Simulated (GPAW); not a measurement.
**AlN (honeycomb monolayer): G0W0 with GPAW, start to end**

How does a plane-wave GW calculation on AlN (honeycomb monolayer) run from the first input to the gap?

Program: GPAW 26.7.0. Level of theory: LDA and many-body steps on it, plane waves. Values are calculated unless marked as measured.

## Step 1: Set-up

The cell holds 2 atoms: 1 Al and 1 N. Its edges and angles: a = 3.092 Å, b = 3.092 Å, c = 11.400 Å, α = 90.0°, β = 90.0°, γ = 120.0°. Vacuum lies along c.

The structure was relaxed with LDA. The runs that relaxed it are not among those shown.

## Step 2: Ground state

This step: GPAW 26.7.0; DFT, LDA, plane waves, PAW.

The ground-state density comes first.

run.py

```python
import json
import numpy as np
from gpaw.mpi import world
from ase import Atoms
from gpaw import GPAW, PW, FermiDirac

atoms = Atoms(['Al', 'N'],
    cell=[[3.0918152406, 0.0000000000, 0.0000000000],
      [-1.5459076203, 2.6775905422, 0.0000000000],
      [0.0000000000, 0.0000000000, 11.4000000000]],
    scaled_positions=[[0.3333333333, 0.6666666667, 0.5000000000],
      [0.6666666667, 0.3333333333, 0.5000000000]],
    pbc=(True, True, False))
calc = GPAW(mode=PW(600),
    xc='LDA',
    kpts={'size': (12, 12, 1), 'gamma': True},
    occupations=FermiDirac(0.001),
    nbands=-7,
    convergence={'density': 1e-6, 'bands': -3},
    maxiter=100,
    txt='gs.txt')
atoms.calc = calc
res = {'energy': atoms.get_potential_energy()}
kpts = calc.get_ibz_k_points()
res['kpts'] = kpts
res['eigenvalues'] = [calc.get_eigenvalues(kpt=k) for k in range(len(kpts))]
res['n_electrons'] = calc.get_number_of_electrons()
calc.write('gs.gpw')

if world.rank == 0:
    with open('result.json', 'w') as f:
        json.dump(res, f, default=lambda x: x.tolist())
```

The run is started by

```bash
$ mpirun -n 4 gpaw python run.py
```

Output:

```text
__  _  _
 | _ |_)|_||  |
 |__||  | ||/\| - 26.7.0

Input parameters:
  mode=PW(ecut=600.0),
  convergence={'density': 1e-06, 'bands': -3},
  kpts=MonkhorstPack(size=(12, 12, 1), gamma=True),
  maxiter=100,
  nbands=-7,
  occupations=Occupations(name='fermi-dirac', width=0.001, fixmagmom=False),
  xc=XC(name='LDA')
  [... matrices ...]
Diagonalizing LCAO Hamiltonian
Converting LCAO to pw mode

        Al N

Atoms  # Å, Bohr magnetons
|   | symbol |         x |        y |        z |    initial magnetic moments |
| 0 |     Al | -0.000000 | 1.785060 | 5.700000 | ( 0.0000,  0.0000,  0.0000) |
| 1 |      N |  1.545908 | 0.892530 | 5.700000 | ( 0.0000,  0.0000,  0.0000) |

Unit cell  # Å
| periodic |         x |        y |         z |   lengths |     angles |
|      yes |  3.091815 | 0.000000 |  0.000000 |  3.091815 |  90.000000 |
|      yes | -1.545908 | 2.677591 |  0.000000 |  3.091815 |  90.000000 |
|       no |  0.000000 | 0.000000 | 11.400000 | 11.400000 | 120.000000 |

Number of symmetries: 12
Symmetry operations  # r_c * U_cc + t_c -> r_c
|    | kind |            matrix            |
|  0 |  σ   |  1, 1, 0,  0,-1, 0,  0, 0, 1 |
|  1 |  C2  |  1, 1, 0,  0,-1, 0,  0, 0,-1 |
|  2 |  E   |  1, 0, 0,  0, 1, 0,  0, 0, 1 |
|  3 |  σ   |  1, 0, 0,  0, 1, 0,  0, 0,-1 |
|  4 |  C3  |  0, 1, 0, -1,-1, 0,  0, 0, 1 |
|  5 |  S3  |  0, 1, 0, -1,-1, 0,  0, 0,-1 |
|  6 |  σ   |  0,-1, 0, -1, 0, 0,  0, 0, 1 |
|  7 |  C2  |  0,-1, 0, -1, 0, 0,  0, 0,-1 |
|  8 |  σ   | -1, 0, 0,  1, 1, 0,  0, 0, 1 |
|  9 |  C2  | -1, 0, 0,  1, 1, 0,  0, 0,-1 |
| 10 |  C3  | -1,-1, 0,  1, 0, 0,  0, 0, 1 |
| 11 |  S3  | -1,-1, 0,  1, 0, 0,  0, 0,-1 |

BZ-sampling:
  Number of BZ points: 144
  Number of IBZ points: 19

  Monkhorst-Pack size: [12, 12, 1]
  Monkhorst-Pack shift: [0.041667, 0.041667, 0.0]

K-points  # in reciprocal-cell coordinates
|     |                                coordinates |     weight |
|   0 | ( -0.00000000,  -0.00000000,   0.00000000) | 0.00694444 |
|   1 | (  0.08333333,  -0.00000000,   0.00000000) | 0.04166667 |
|   2 | (  0.16666667,  -0.08333333,   0.00000000) | 0.04166667 |
|   3 | (  0.16666667,  -0.00000000,   0.00000000) | 0.04166667 |
|   4 | (  0.25000000,  -0.08333333,   0.00000000) | 0.08333333 |
|   5 | (  0.25000000,  -0.00000000,   0.00000000) | 0.04166667 |
|   6 | (  0.33333333,  -0.16666667,   0.00000000) | 0.04166667 |
|   7 | (  0.33333333,  -0.08333333,   0.00000000) | 0.08333333 |
|   8 | (  0.33333333,  -0.00000000,   0.00000000) | 0.04166667 |
|   9 | (  0.33333333,   0.33333333,   0.00000000) | 0.01388889 |
| ... |                                            |            |
|  18 | (  0.50000000,   0.50000000,   0.00000000) | 0.02083333 |

Plane wave coefficients: 3165
Cutoff: 600.0 eV

Spin-components: 1 (collinear spins)
Bands:           11
Projectors:      10
Spin-degeneracy: 2
Datatype:        complex128

  Storage: CPU
  Wave functions: 10_583_760 bytes (2_645_940 per core)
  Projectors: 20_205_360 bytes (5_051_340 per core)
  [... matrices ...]
Parallelization:
  kpt:    4
  domain: 1
  band:   1

Density:
  Valence electrons: 8.0
  Components: 1
  Grid points: [18 18 70]
  Charge: 0.0  # |e|

Potential:
  Grid points: [18 18 70]

species:
  Al:
    name:    Aluminium
    Z:       13.0
    valence: 3
    core:    10
    charge:  0.0  # [|e|]
    compensation charges:
      type: gauss
      rc: 0.34  # [Å]
      lmax: 2
    cutoffs:
      filter: 1.91  # [Å]
      core: 2.36  # [Å]
    projectors
    | kind |    occ | energy [eV] | rcut [Å] |
    |   3s |  2.000 |      -7.830 |    1.085 |
    |   3p |  1.000 |      -2.783 |    1.085 |
    |    s |        |      19.382 |    1.085 |
    |    p |        |      24.428 |    1.085 |
    |    d |        |       0.000 |    1.085 |

    Using partial waves for Al as LCAO basis

  N:
    name:    Nitrogen
    Z:       7.0
    valence: 5
    core:    2
    charge:  0.0  # [|e|]
    compensation charges:
      type: gauss
      rc: 0.18  # [Å]
      lmax: 2
    cutoffs:
      filter: 1.11  # [Å]
      core: 0.96  # [Å]
    projectors
    | kind |    occ | energy [eV] | rcut [Å] |
    |   2s |  2.000 |     -18.420 |    0.603 |
    |   2p |  3.000 |      -7.237 |    0.529 |
    |    s |        |       8.791 |    0.603 |
    |    p |        |      19.974 |    0.529 |
    |    d |        |       0.000 |    0.577 |

    Using partial waves for N as LCAO basis

Reference energy: -8049.295751  # eV

eigensolver:
  PPCG
  Converge bands: -3
  niter=2

density mixing:
  MSR1-Mixer
  Pratt-step length: 0.05
  Maximum mixing coefficient: 0.75
  Old densities: 10
  SVD Regularization: 0.005
  Good broyden scale: 1.0
  Trust region scale: 1.0
  Backstep threshold: 4.0
  History deletion threshold: 6.0
  Fourier metric: weight=20.0, sigma=0.015

occupation numbers:
  Fermi-Dirac:
    width: 0.0010  # eV

poisson solver:
  ecut: 4800.0  # eV

xc functional:
  name: None

Initialization done in: 0.613 s

convergence criteria:
- Maximum integral of absolute [dens]ity change: 1e-06 electrons / valence electron
- Maximum [total energy] change in last 3 cyles: 0.0005 eV / valence electron
- Maximum integral of absolute [eigenst]ate change: 4e-08 eV^2 / valence electron
maximum number of iterations: 100

SCF iterations
|iter     |     time |      energy | eigst |  dens |
|iter:   1|  |  -18.340658 | +1.00 |       |
|iter:   2|  |  -17.460058 | +0.72 | -0.47 |
|iter:   3|  |  -14.992516 | +0.25 | -0.52 |
|iter:   4|  |  -14.962113 | -1.01 | -1.16 |
|iter:   5|  |  -14.955138 | -2.06 | -1.43 |
|iter:   6|  |  -14.955074 | -3.72 | -2.45 |
|iter:   7|  |  -14.955085c| -4.84 | -2.88 |
|iter:   8|  |  -14.955085c| -6.25 | -3.80 |
|iter:   9|  |  -14.955085c| -7.43c| -4.54 |
|iter:  10|  |  -14.955085c| -7.99c| -5.33 |
|iter:  11|  |  -14.955085c| -8.69c| -6.02c|

Converged in 11 steps
SCF loop duration: 2.605 s (0.237 s/step)
Energy contributions relative to reference atoms: (reference = -8049.295751)
  [... matrices ...]
Energy contributions:
  Kinetic:          18.180307
  Coulomb:         -15.875590
  Zero:             -0.016920
  External:          0.000000
  Xc:              -17.242883
  Entropy:          -0.000000
  Spinorbit:         0.000000
  ----------------------------
  Free energy:     -14.955085
  Extrapolated:    -14.955085

dipole moment: (-1.942774, 1.121661, -0.000002)  # |e|*Ang

Fermi level: -3.024
Eigenvalues  # (at kpt = [-0.000, -0.000, 0.000])
| band index |      eig [eV] | occ [0-2] |
|          0 |       -16.728 |     2.000 |
|          1 |        -5.470 |     2.000 |
|          2 |        -3.803 |     2.000 |
|          3 |        -3.803 |     2.000 |
|          4 |        -0.107 |     0.000 |
|          5 |         2.251 |     0.000 |
|          6 |         2.684 |     0.000 |
|          7 |         5.279 |     0.000 |
|          8 |         5.620 |     0.000 |
|          9 |         8.992 |     0.000 |
|         10 |         8.992 |     0.000 |

Gap: 3.003 eV
Transition (v -> c):
  (s=0, k=9, n=3, [0.33, 0.33, 0.00]) -> (s=0, k=0, n=4, [-0.00, -0.00, 0.00])
Direct/indirect transitions are different
Direct gap: 3.697 eV
Transition at: (s=0, k=0, n=3, [-0.00, -0.00, 0.00])
vacuum-level: 2.522  # V
# Writing to gs.gpw (mode='')
  [... matrices ...]
```

Run time: 4.6 s. Hardware: 4 MPI ranks of Arm Neoverse V2, shared host; peak memory 0.66 GiB.

Read from the output:

```
total energy               : -14.96 eV
gap                        : 3.003 eV
k of the valence top       : 0.3333, 0.3333, 0
k of the conduction bottom : 0, 0, 0
least direct gap           : 3.697 eV
```

The gap is indirect, with the least direct gap 0.69 eV higher.

## Step 3: Bands along the symmetry lines

The cheap functional maps the bands first; the places of the edges decide which points the dearer methods must see.

run.py

```python
import json
import numpy as np
from gpaw.mpi import world
from gpaw import GPAW

path = [[0.000000, 0.000000, 0.000000],
    [0.062500, 0.000000, 0.000000],
    [0.125000, 0.000000, 0.000000],
    [0.187500, 0.000000, 0.000000],
    [0.250000, 0.000000, 0.000000],
    [0.312500, 0.000000, 0.000000],
    [0.375000, 0.000000, 0.000000],
    [0.437500, 0.000000, 0.000000],
    [0.500000, 0.000000, 0.000000],
    [0.479167, 0.041667, 0.000000],
    [0.458333, 0.083333, 0.000000],
    [0.437500, 0.125000, 0.000000],
    [0.416667, 0.166667, 0.000000],
    [0.395833, 0.208333, 0.000000],
    [0.375000, 0.250000, 0.000000],
    [0.354167, 0.291667, 0.000000],
    [0.333333, 0.333333, 0.000000],
    [0.291667, 0.291667, 0.000000],
    [0.250000, 0.250000, 0.000000],
    [0.208333, 0.208333, 0.000000],
    [0.166667, 0.166667, 0.000000],
    [0.125000, 0.125000, 0.000000],
    [0.083333, 0.083333, 0.000000],
    [0.041667, 0.041667, 0.000000],
    [0.000000, 0.000000, 0.000000]]
calc = GPAW('gs.gpw').fixed_density(kpts=path,
    symmetry='off',
    nbands=14,
    convergence={'bands': 10},
    txt='bands.txt')
res = {}
kpts = calc.get_ibz_k_points()
res['kpts'] = kpts
res['eigenvalues'] = [calc.get_eigenvalues(kpt=k) for k in range(len(kpts))]
res['n_electrons'] = calc.get_number_of_electrons()

if world.rank == 0:
    with open('result.json', 'w') as f:
        json.dump(res, f, default=lambda x: x.tolist())
```

The run is started by

```bash
$ mpirun -n 4 gpaw python run.py
```

Output:

```text
Diagonalizing LCAO Hamiltonian
Converting LCAO to pw mode
convergence criteria:
- Maximum integral of absolute [eigenst]ate change: 4e-08 eV^2 / valence electron
maximum number of iterations: 100

SCF iterations
|iter     |     time |      energy | eigst |  dens |
|iter:   1|  |             | +2.05 |       |
|iter:   2|  |             | +1.23 |       |
|iter:   3|  |             | +0.11 |       |
[...]
|iter:   8|  |             | -6.39 |       |
|iter:   9|  |             | -7.24 |       |
|iter:  10|  |             | -8.16c|       |
SCF steps: 10
  __  _  _
 | _ |_)|_||  |
 |__||  | ||/\| - 26.7.0

Input parameters:
  mode=PW(ecut=600.0),
  convergence={'bands': 10},
  gpts=array([18, 18, 70]),
  kpts=KPoints(kpts=array([[0.      , 0.      , 0.      ],
         [0.0625  , 0.      , 0.      ],
         [0.125   , 0.      , 0.      ],
         [0.1875  , 0.      , 0.      ],
[...]
[0.479167, 0.041667, 0.      ],
         [0.458333, 0.083333, 0.      ],
[...]
[0.416667, 0.166667, 0.      ],
[...]
[0.25    , 0.25    , 0.      ],
[...]
[0.125   , 0.125   , 0.      ],
         [0.083333, 0.083333, 0.      ],
         [0.041667, 0.041667, 0.      ],
         [0.      , 0.      , 0.      ]])),
  maxiter=100,
  nbands=14,
  occupations=Occupations(name='fermi-dirac', width=0.001, fixmagmom=False),
  parallel={},
  symmetry=Symmetry(point_group=False, time_reversal=False),
  xc=XC(name='LDA')
  [... matrices ...]
timing:  # [seconds]
  Total: 0.020  # ━━━━━━━━━━━━━━━━━━━━━━━━━━━━━━━━━━━━━━━━━━━━━━━━━━━━━━━━━━━
```

Wall time 5.2 s (4 MPI ranks); peak memory 0.71 GiB.

This step gave:

```
gap                        : 3.003 eV
k of the valence top       : 0.3333, 0.3333, 0
k of the conduction bottom : 0, 0, 0
least direct gap           : 3.697 eV
```

The gap is 3.003 eV, as in the run before at this level.

Electronic bands along the path, in eV, zero at the top of the highest filled band; v1 is the highest filled band, c1 the lowest empty one:

| point | v4 | v3 | v2 | v1 | c1 | c2 | c3 | c4 |
| --- | --- | --- | --- | --- | --- | --- | --- | --- |
| Γ | -13.62 | -2.36 | -0.69 | -0.69 | 3.00 | 5.36 | 5.79 | 8.39 |
| halfway | -12.97 | -3.01 | -1.53 | -1.09 | 4.60 | 5.92 | 7.17 | 8.76 |
| M | -12.12 | -4.93 | -1.43 | -0.31 | 5.29 | 6.24 | 8.40 | 9.87 |
| halfway | -12.03 | -4.63 | -2.37 | -0.17 | 5.60 | 7.25 | 8.64 | 9.36 |
| K | -11.91 | -3.86 | -3.71 | 0.00 | 6.05 | 8.21 | 8.27 | 9.20 |
| halfway | -12.78 | -3.28 | -1.53 | -1.28 | 5.08 | 6.00 | 7.66 | 8.92 |
| Γ | -13.62 | -2.36 | -0.69 | -0.69 | 3.00 | 5.36 | 5.79 | 8.39 |

The electronic bands as a text plot (rows in eV, shown from -8.0 to 8.7 only):

```
    8.4 |++++             ++++++++++  ++++++++   +++         ++++
    7.7 |            +++++          +++    +++      +++
    7.0 |         +++            +++          +++      +++
    6.3 |    +++++        +++++++      +++++++   ++++++   +++
    5.6 |++++++++++++++++++++++++++++++       +++      ++++++++++
    4.9 |         +++++                             +++
    4.2 |      +++                                     +++
    3.5 |    ++                                           ++++++
    2.8 |++++                                                   +
    2.1 |
    1.4 |
    0.7 |
    0.0 |                   ******************
   -0.7 |*********     *****                  ******      *******
   -1.4 |    **   ***************                   *********
   -2.1 |*********               ***             ***      *******
   -2.8 |         ***               **        ***      ***
   -3.5 |            **               ********      ***
   -4.2 |              ***          ****************
   -4.9 |                 **********
   -5.6 |
   -6.3 |
   -7.0 |
   -7.7 |
         Γ                   M           K                      Γ
```

## Step 4: Empty states on the mesh, 12×12×1 mesh, 224 bands

The sums over transitions need many empty states on a uniform mesh; this step solves for them.

run.py

```python
import json
import numpy as np
from gpaw.mpi import world
from gpaw import GPAW

calc = GPAW('gs.gpw').fixed_density(kpts={'size': (12, 12, 1), 'gamma': True},
    nbands=261,
    convergence={'bands': 224},
    txt='nscf.txt')
calc.write('full.gpw', mode='all')
res = {}
kpts = calc.get_ibz_k_points()
res['kpts'] = kpts
res['eigenvalues'] = [calc.get_eigenvalues(kpt=k) for k in range(len(kpts))]
res['n_electrons'] = calc.get_number_of_electrons()

if world.rank == 0:
    with open('result.json', 'w') as f:
        json.dump(res, f, default=lambda x: x.tolist())
```

The run is started by

```bash
$ mpirun -n 4 gpaw python run.py
```

Output:

```text
Diagonalizing LCAO Hamiltonian
Converting LCAO to pw mode
convergence criteria:
- Maximum integral of absolute [eigenst]ate change: 4e-08 eV^2 / valence electron
maximum number of iterations: 100

SCF iterations
|iter     |     time |      energy | eigst |  dens |
|iter:   1|  |             | +5.11 |       |
|iter:   2|  |             | +3.93 |       |
|iter:   3|  |             | +2.81 |       |
[...]
|iter:  16|  |             | -6.92 |       |
|iter:  17|  |             | -7.15 |       |
|iter:  18|  |             | -7.45c|       |
SCF steps: 18
  __  _  _
 | _ |_)|_||  |
 |__||  | ||/\| - 26.7.0

Input parameters:
  mode=PW(ecut=600.0),
  convergence={'bands': 224},
  gpts=array([18, 18, 70]),
  kpts=MonkhorstPack(size=(12, 12, 1), gamma=True),
  maxiter=100,
  nbands=261,
  occupations=Occupations(name='fermi-dirac', width=0.001, fixmagmom=False),
  parallel={},
  xc=XC(name='LDA')
# Writing to full.gpw (mode='all')
  [... matrices ...]

timing:  # [seconds]
  Total: 0.077  # ━━━━━━━━━━━━━━━━━━━━━━━━━━━━━━━━━━━━━━━━━━━━━━━━━━━━━━━━━━━
```

Wall time 2.5 min (4 MPI ranks); peak memory 1.1 GiB.

Read from the output:

```
gap                                                           : 3.003 eV
k of the valence top                                          : 0.3333, 0.3333, 0
k of the conduction bottom                                    : 0, 0, 0
least direct gap                                              : 3.697 eV
k points computed                                             : 19
lowest point of the top converged band, above the valence top : 96.0812 eV
```

On this mesh the gap is 3.003 eV.

(Continued in part 2 of 2.)

[Long decimals in the printed logs are rounded to 6 places.]

[Logs are printed without paths, hosts, clocks, repeated set-up lines and the standing remarks that a program may print on its own settings, such as how far it seeks lower states.]

[Paths, hosts, dates, memory and timing lines, banners, echoed tables and standing remarks are left out of the program output; an Ansatz launch command may be rebuilt from the run's recorded settings. Measured values are a selection of at most five: reports struck by readers or far from the other reports are left out. None is set beside runs whose start may be inverted or whose files or cutoffs have a known fault.]

[Runs of the session that timed out or met a known fault of the program may be left out.]

[Hosts, paths, dates, database ids (printed as entryN), source tags and the programs' standing remarks are cut or masked in the printed files.]

[Where the starting crystal was built by hand or by swapping elements, it need not be the compound's stable phase.]
